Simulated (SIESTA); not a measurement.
**CuAu under changes of volume**

One of the cells (14.556 Å³/atom); the others are scaled copies at fixed shape and fractional positions:

```
Au Cu
1.0
     2.81075    0.00000    0.00000
     0.00000    2.81075    0.00000
     0.00000    0.00000    3.68500
Au Cu
1 1
Cartesian
  0.0000 0.0000 0.0000
  1.4054 1.4054 1.8425
```

| Property | Result |
| --- | --- |
| Program | SIESTA 5.4.2 |
| Functional | LDA |
| Potentials or basis | PseudoDojo 0.4 standard (LDA files) |
| Basis | DZP (energy shift 0.003 Ry; two zetas on semicore shells) |
| Grid cutoff | 800 Ry |
| Energy shift | 0.003 Ry |
| k mesh | 9 × 9 × 7 |
| Occupations | fermi-dirac, width 0.05 eV |
| Spin | no spin polarisation |

```csv
volume (Å³/atom),energy over the lowest point (meV/atom),pressure (GPa)
13.683,0.00,1.9
13.974,0.39,-2.2
14.265,7.85,-5.8
14.556,21.39,-8.9
14.847,40.26,-11.7
15.139,?,?
15.430,91.29,-16.1
```

**Question.** What does the run at 15.139 Å³/atom give?

**Answer.** Energy over the lowest point 63.79 meV/atom; pressure -14.0 GPa.

Worked out: A Birch-Murnaghan fit of order 3 (a polynomial in V^(-2/3)) to the other rows has its minimum at 13.81 Å³/atom with B0 = V·E''(V) = 198 GPa and B' = 5.6 at fixed shape and positions, which overstates the stiffness. It gives 63.82 meV/atom at 15.139 Å³/atom, against the run's 63.79, and -dE/dV = -14.1 GPa, against -14.0.

Energies are extrapolated to zero smearing.

Caveats: short orbitals over semicore shells can move pressures by several GPa; the basis of atomic orbitals isn't converged, which shifts pressures, moduli and gaps.
